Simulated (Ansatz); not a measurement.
Runs of Ansatz 0.2.0 on Ge. The structure is cubic, space group Fd-3m (No. 227). Conventional cell: a = 5.658 Å, b = 5.658 Å, c = 5.658 Å, α = 90.00°, β = 90.00°, γ = 90.00°. Ge (site symmetry -43m) has 4 Ge at 2.45 Å as nearest neighbours. 

```csv
task,level,cutoff (eV),points for each segment of the path,mesh quality,gap on the mesh (eV),pressure (GPa)
band structure,PBEsol,420,14,coarse,none,0.9
single point,PBE0,420,-,not flagged,(c),(b)
band structure,r2SCAN,500,14,not flagged,0.45,0.6
band structure,LDA,420,14,coarse,none,(a)
band structure,RPBE,420,14,not flagged,0.14,5.5
band structure,revPBE,420,14,not flagged,0.11,5.0
band structure,BLYP,420,14,coarse,none,7.6
band structure,HSE06,420,4,not flagged,0.89,1.0
```

Alike in all rows: potentials or basis Ansatz PAW; no spin polarisation; cell as given; k mesh 5 × 5 × 5; smearing fermi-dirac 0.05 eV.

Estimate the missing entries.

(a) -0.9; (b) 0.8; (c) 1.50.

Caveats: some runs use coarse meshes; the PAW data sets come from PBE, with cores solved anew for the run's functional, which leaves a small shift of forces and pressure; the thresholds are loose for stress (some runs); odd divisions of the mesh miss points on the zone boundary, where band edges often lie, so the gap on the mesh can be too wide (some runs); the k mesh misses the band edges, so the gap on the mesh is wider than the one along the path (some runs).

A k mesh can miss the band edges, and the runs leave out spin-orbit coupling on Ge.

A gap of «none» marks a metal or a gap under the smearing width.

Runs at the PBE level aren't shown here.
